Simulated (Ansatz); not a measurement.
Before relaxation, (110) slab as cut from the bulk (RbBr, Fm-3m (No. 225), (1 1 0) face):

```
CELL_PARAMETERS angstrom
4.84398 0.00000 0.00000
0.00000 6.85042 0.00000
0.00000 0.00000 24.68796
ATOMIC_POSITIONS crystal
Rb 0.50000 0.50000 0.30379
Br 0.50000 0.00000 0.30379
Rb 0.00000 0.00000 0.40190
Br 0.00000 0.50000 0.40190
Rb 0.50000 0.50000 0.50000
Br 0.50000 0.00000 0.50000
Rb 0.00000 0.00000 0.59810
Br 0.00000 0.50000 0.59810
Rb 0.50000 0.50000 0.69621
Br 0.50000 0.00000 0.69621
```

Level of theory: Ansatz 0.2.0, DFT PBEsol, scalar-relativistic, plane waves, PAW. Plane waves to 420 eV, a k mesh through Γ of 6×4×1 on the computed 10-atom cell and Gaussian smearing (0.05 eV); no spin polarisation. A dipole correction removes the field between periodic images along c.

All atoms are free. The cell is fixed. Force threshold 0.02 eV/Å.

```json
{"step": "1", "E − E_final (eV)": "0.034", "largest force (eV/Å)": "0.166"}
{"step": "2", "E − E_final (eV)": "0.011", "largest force (eV/Å)": "0.083"}
{"step": "3", "E − E_final (eV)": "0.000", "largest force (eV/Å)": "0.015"}
{"step": "4", "E − E_final (eV)": "0.000", "largest force (eV/Å)": "0.015"}
```

Problem. What is the final structure?

Solution.
```xyz
10
Lattice="4.8440 0.0000 0.0000 0.0000 6.8504 0.0000 0.0000 0.0000 24.6880" Properties=species:S:1:pos:R:3 pbc="T T T"
Rb    2.4220    3.4252    7.6426
Br    2.4220    0.0000    7.5713
Rb    0.0000    0.0000    9.8776
Br    0.0000    3.4252    9.9041
Rb    2.4220    3.4252   12.3440
Br    2.4220    0.0000   12.3440
Rb    0.0000    0.0000   14.8104
Br    0.0000    3.4252   14.7839
Rb    2.4220    3.4252   17.0453
Br    2.4220    0.0000   17.1166
```